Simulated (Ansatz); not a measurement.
**SnS$_{2}$: all-electron results**

```
CELL_PARAMETERS angstrom
3.59830 0.00000 0.00000
-1.79915 3.11622 0.00000
0.00000 0.00000 5.49400
ATOMIC_POSITIONS crystal
Sn 0.00000 0.00000 0.00000
S 0.66667 0.33333 0.26390
S 0.33333 0.66667 0.73610
```

Atom numbers follow the list: Sn1, S2, S3.

Structure: COD 7038081, as refined from experiment and not relaxed.

No spin–orbit coupling, which matters for the heavy atoms here.

All numbers are computed: DFT, LDA, all-electron LAPW, scalar-relativistic (Ansatz 0.2.0); DFT, LDA, PAW with Ansatz's default frozen-core files, scalar-relativistic (Ansatz 0.2.0).

For LAPW: a Γ-centred 8×8×5 k mesh, Fermi–Dirac smearing of 0.01 eV, basis error target 1 meV/atom, no spin polarisation. PAW takes a cutoff of 420 eV at this cell (files made with PBE, cores remade for this functional). The Ansatz runs share mesh, smearing and spin set-up. Values come from LAPW unless marked.

| Property | Result |
| --- | --- |
| Pressure at this cell | 3.49 GPa |
| Band gap | 1.04 eV |
| Stress xx, yy, zz (compression positive) | 3.40, 3.40, 3.67 GPa |
| Largest force | 0.0101 Ry/bohr on S2 |
| Smallest direct gap on the path | 1.56 eV |
| Löwdin charges (with 0.15 e of the cell spilling out of the atomic basis, so their sizes and signs hang on that basis) | Sn1 0.69, S2 -0.27 e |
| Bader charges (from the PAW run) | Sn1 +1.47, S2 -0.73 e |
| Volume per atom | 138.6 bohr³ |
